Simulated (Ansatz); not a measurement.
## NiO: projected density of states with BLYP

Crystal: NiO.

```xyz
2
Lattice="0.0000 2.0859 2.0859 2.0859 0.0000 2.0859 2.0859 2.0859 0.0000" Properties=species:S:1:pos:R:3 pbc="T T T"
Ni    0.0000    0.0000    0.0000
O     2.0859    2.0859    2.0859
```

- Program: Ansatz 0.2.0
- Task: projected density of states
- Functional: BLYP
- Potentials or basis: Ansatz PAW
- Cutoff: 420 eV (not typed: the program's choice for these potentials)
- k mesh: 6 × 6 × 6
- Occupations: fermi-dirac, width 0.05 eV
- Spin: collinear spin, ferromagnetic start
- Starting moments: [1.0, 0.0] μB

```
Pressure                             : 14.0 GPa
Band gap on the k mesh               : none (metal or under the smearing width)
Net moment                           : 1.72 μB per cell
Absolute moment                      : 1.73 μB per cell
Site moments                         : Ni +1.39; O +0.28 μB
Density of states at the Fermi level : 1.18 states/eV per cell
```

Levels at points of the mesh, in eV from the Fermi level:
Spin up:
```csv
k point,band 11,band 12,band 13,band 14,band 15,band 16
"(0.00, 0.00, 0.00)",-2.77,-2.77,-2.77,1.63,18.36,19.05
"(0.00, 0.00, -0.50)",-1.55,0.22,0.22,5.83,9.89,14.05
"(0.00, -0.50, -0.50)",-2.24,-1.77,-1.77,6.03,10.68,12.55
```
Spin down:
```csv
k point,band 9,band 10,band 11,band 12,band 13,band 14
"(0.00, 0.00, 0.00)",-1.99,-1.99,-1.99,-0.69,-0.69,1.97
"(0.00, 0.00, -0.50)",-1.11,-1.11,-0.73,2.13,2.13,6.01
"(0.00, -0.50, -0.50)",-2.93,-0.91,-0.91,-0.27,0.29,6.43
```

States per cell in windows of 1 eV (zero at the Fermi level; states under -8 eV left out):
| from (eV) | up | down | Ni 3d up | Ni 3d down | O 2p up | O 2p down | Ni 4s up | Ni 4s down |
| --- | --- | --- | --- | --- | --- | --- | --- | --- |
| -8.0 | 0.47 | 0.15 | 0.08 | 0.02 | 0.31 | 0.10 | 0.07 | 0.03 |
| -7.0 | 0.56 | 0.72 | 0.10 | 0.09 | 0.41 | 0.53 | 0.04 | 0.08 |
| -6.0 | 1.50 | 0.51 | 0.57 | 0.11 | 0.90 | 0.38 | 0.01 | 0.01 |
| -5.0 | 0.44 | 1.37 | 0.14 | 0.37 | 0.29 | 0.97 | 0.00 | 0.01 |
| -4.0 | 0.07 | 0.24 | 0.05 | 0.06 | 0.02 | 0.18 | 0.00 | 0.00 |
| -3.0 | 1.67 | 0.13 | 1.57 | 0.11 | 0.07 | 0.02 | 0.00 | 0.00 |
| -2.0 | 2.36 | 1.25 | 1.93 | 1.15 | 0.36 | 0.09 | 0.03 | 0.00 |
| -1.0 | 0.81 | 1.71 | 0.45 | 1.56 | 0.34 | 0.13 | 0.01 | 0.01 |
| 0.0 | 0.13 | 0.97 | 0.06 | 0.81 | 0.06 | 0.11 | 0.00 | 0.01 |
| 1.0 | 0.00 | 0.84 | 0.00 | 0.59 | 0.00 | 0.22 | 0.00 | 0.01 |
| 2.0 | 0.01 | 0.10 | 0.00 | 0.06 | 0.00 | 0.03 | 0.01 | 0.00 |
| 3.0 | 0.03 | 0.02 | 0.00 | 0.00 | 0.01 | 0.00 | 0.02 | 0.01 |
| 4.0 | 0.06 | 0.05 | 0.00 | 0.00 | 0.01 | 0.01 | 0.04 | 0.02 |
| 5.0 | 0.12 | 0.09 | 0.00 | 0.00 | 0.02 | 0.02 | 0.07 | 0.05 |
| 6.0 | 0.29 | 0.21 | 0.00 | 0.00 | 0.04 | 0.03 | 0.17 | 0.11 |
| 7.0 | 0.31 | 0.33 | 0.00 | 0.00 | 0.03 | 0.04 | 0.18 | 0.19 |

Run time: 4.3 s on 2 threads of Intel(R) Xeon(R) Platinum 8259CL CPU @ 2.50GHz (Skylake/Cascade Lake), on a shared host, peak memory 0.36 GiB.

Caveat: the k mesh is coarse (spacing up to 0.43 Å⁻¹), so the values aren't converged; the pressure holds a Pulay correction of +0.9 GPa for the finite cutoff; a cell with one magnetic atom can't hold antiferromagnetic order, which such compounds often take; semilocal functionals often make such compounds metallic where correlation or magnetic order opens a gap, which also shifts bond lengths; the PAW data sets come from PBE, with cores solved anew for the run's functional, which leaves a small shift of forces and pressure. With open d or f shells a metallic result of BLYP can be an artefact of self-interaction; +U or a hybrid may open a gap.
